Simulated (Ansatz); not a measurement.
# CdS, space group Fm-3m: a convergence test of the plane-wave cutoff

With the Python package of Ansatz (0.2.0).

The cells in order, each with its output:

In [1]:
```python
from dataclasses import dataclass

import ansatz
import pandas as pd
```

In [2]:
```python
@dataclass(frozen=True)
class Options:
    xc: str = "r2scan"
    kmesh: tuple[int, ...] = (6, 6, 6)
```

In [3]:
```python
opts = Options()
```

In [4]:
```python
xtal = (
    ansatz.Lattice.from_parameters(3.893675, 3.893675, 3.893675, alpha=60.0, beta=60.0, gamma=60.0)
    .atom("Cd", (0.0, 0.0, 0.0))
    .atom("S", (0.5, 0.5, 0.5))
)

len(xtal.resolved().sites)
```
Out [4]:
```text
2
```

In [5]:
```python
calculation = (
    xtal.calculation()
    .functional(opts.xc)
    .kpoints(*opts.kmesh)
    .occupations(ansatz.OccupationsMethod.FIXED)
    .stress()
)
```

In [6]:
```python
rows = []
for value in [300, 400, 500, 600, 700, 800]:
    r = calculation.basis(value).run(threads=1).report
    rows.append((value, r["free_energy_ev"] / len(r["lattice"]["sites"]), r["n_iterations"], sum(r["stress_gpa"][i][i] for i in range(3)) / 3, r["n_pw"]))
```
```text
DeckWarning: basis.ecutwfc = 300 eV is below the records' recommended 500 eV, and the density's cutoff is lower with it unless basis.ecutrho_ratio is high enough to keep the records' density cutoff: compare with a run at a higher cutoff
DeckWarning: basis.ecutwfc = 400 eV is below the records' recommended 500 eV, and the density's cutoff is lower with it unless basis.ecutrho_ratio is high enough to keep the records' density cutoff: compare with a run at a higher cutoff
```

In [7]:
```python
table = pd.DataFrame(rows, columns=["cutoff (eV)", "F/atom (eV)", "iterations", "P (GPa)", "plane waves"])
table.round(5)
```
Out [7]:
```text
   cutoff (eV)  F/atom (eV)  iterations  P (GPa)  plane waves
0          300  -4587.65420           6 -2.30645          531
1          400  -4587.71643           7 -2.22338          749
2          500  -4587.72089           6 -2.21060         1067
3          600  -4587.72213           6 -2.21013         1411
4          700  -4587.72257           6 -2.21199         1807
5          800  -4587.72278           6 -2.21299         2109
```

In [8]:
```python
# the last row is the reference
for row in rows[:-1]:
    shift = 1000 * (row[1] - rows[-1][1])
    print(f"{row[0]}: {shift:+.2f} meV/atom" + ("  (within 2 meV)" if abs(shift) < 2 else ""))
```
```text
300: +68.58 meV/atom
400: +6.35 meV/atom
500: +1.89 meV/atom  (within 2 meV)
600: +0.66 meV/atom  (within 2 meV)
700: +0.22 meV/atom  (within 2 meV)
```

From 500 eV on it stays within 2 meV an atom of the value at 800 eV; the first row (300 eV) is off by 68.6 meV and the last but one by 0.22 meV. The energy falls steadily, as expected when plane waves are added. The pressure moves from -2.31 to -2.21 GPa (the program's stress holds a Pulay correction, so it settles early).

Caveats:
- This is a high-temperature or high-pressure form, not the ambient phase.
- Pressure is positive in compression.
- This cell is a computed structure, which may not be the phase found in nature.
- Warnings are shown shortened and without file and line.
- Shifts are counted from the last row, which is itself no proven limit.
- Timing: 16 s on 1 thread of Arm Neoverse V2 (shared host), peak memory 0.63 GiB.
